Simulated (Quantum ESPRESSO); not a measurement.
Crystal: SiO2.

```
Si O
1.0
     0.00000    4.71626    7.36278
     2.35958    0.00000    7.36278
     2.35958    4.71626    0.00000
Si O
4 8
Direct
  0.93677 0.93677 0.56323
  0.68677 0.68677 0.31323
  0.31323 0.31323 0.68677
  0.56323 0.56323 0.93677
  0.06344 0.43656 0.06344
  0.43656 0.06344 0.43656
  0.81344 0.18656 0.81344
  0.18656 0.81344 0.18656
  0.12500 0.62500 0.62500
  0.62500 0.62500 0.62500
  0.62500 0.62500 0.12500
  0.62500 0.12500 0.62500
```

The cell comes from a database or a generator and needn't be the stable form of this composition.

| Quantity | Value |
| --- | --- |
| Program | Quantum ESPRESSO 7.5 |
| Task | single point |
| Functional | PBE |
| Potentials or basis | SSSP 1.3 efficiency PBE |
| Cutoff | 748 eV |
| Density cutoff | 5987 eV |
| k mesh | 7 × 7 × 7 |
| Occupations | fermi-dirac, width 0.05 eV |
| Spin | no spin polarisation |

On this cell: pressure 5.4 GPa; largest force 0.402 eV/Å; band gap on the k mesh 5.78 eV, direct.

The same run follows on a disturbed copy (atoms moved at random, drawn with an rms of 0.05 Å):

```xyz
12
Lattice="0.0000 4.7163 7.3628 2.3596 0.0000 7.3628 2.3596 4.7163 0.0000" Properties=species:S:1:pos:R:3 pbc="T T T"
Si    3.5820    7.0487   13.8012
Si    2.3304    4.6869   10.0950
Si    2.3407    4.7284    4.6648
Si    3.5666    7.0599    8.2913
O     1.2139    0.6068    3.7136
O     1.1400    4.1089    3.6607
O     2.3773    7.6717    7.2953
O     2.3822    1.7257    7.2892
O     3.0019    3.5394    5.5239
O     2.9539    5.9326    9.1700
O     1.7491    3.5621    9.2120
O     1.7517    5.9298    5.5303
```

Task: What changes?

Result: The energy moves by +46.3 meV/atom; pressure 6.0 GPa; largest force 3.289 eV/Å; band gap on the k mesh 5.59 eV, direct.

Forces on the atoms (eV/Å):
```
Si  -1.764  2.225 -0.228
Si   1.110  2.953  0.931
Si   0.452 -0.869 -1.909
Si   0.329  1.098 -2.101
O   -1.257  0.188  0.388
O    1.887  0.030  1.301
O    2.274  0.654  2.002
O   -1.636 -0.066  1.867
O   -0.565  0.429 -0.141
O   -1.089 -2.249  1.592
O   -0.870 -1.971 -1.888
O    1.130 -2.421 -1.815
```

Stress tensor (GPa, compression positive):
```
 4.24  0.41 -0.05
 0.41  7.87  3.21
-0.05  3.21  5.81
```

Caveats: an odd mesh through Γ misses points on the zone boundary, where band edges often lie.
